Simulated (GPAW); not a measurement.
MnSn2:

```
Sn Mn
1.0
    -3.32950    3.32950    2.72350
     3.32950   -3.32950    2.72350
     3.32950    3.32950   -2.72350
Sn Mn
4 2
Cartesian
  1.0808 2.2487 2.7235
  2.2487 -1.0808 2.7235
  2.2487 1.0808 0.0000
  1.0808 4.4103 0.0000
  0.0000 0.0000 4.0853
  0.0000 0.0000 1.3618
```

Base run:

```yaml
Program: GPAW 26.7.0
Functional: PBEsol
Potentials_or_basis: PAW data sets generated in the run's folder for this functional
Cutoff: 600 eV
Basis: pw
k_mesh: 6 × 6 × 6
Occupations: fermi-dirac, width 0.05 eV
Spin: collinear spin, ferromagnetic start
Starting_moments: "[0.0, 0.0, 0.0, 0.0, 4.0, 4.0] μB"
```

Its results: pressure -5.9 GPa; net moment 4.37 μB per cell; site moments Sn -0.07; Mn +2.37 μB; largest force 0.200 eV/Å.

Q: The run is repeated on the same cell with these changes: k mesh from 6 × 6 × 6 to 4 × 4 × 4. What comes out?

A: Pressure -5.3 GPa; net moment 4.77 μB per cell; site moments Sn -0.06; Mn +2.49 μB; largest force 0.165 eV/Å.

Caveats: some runs use coarse meshes.
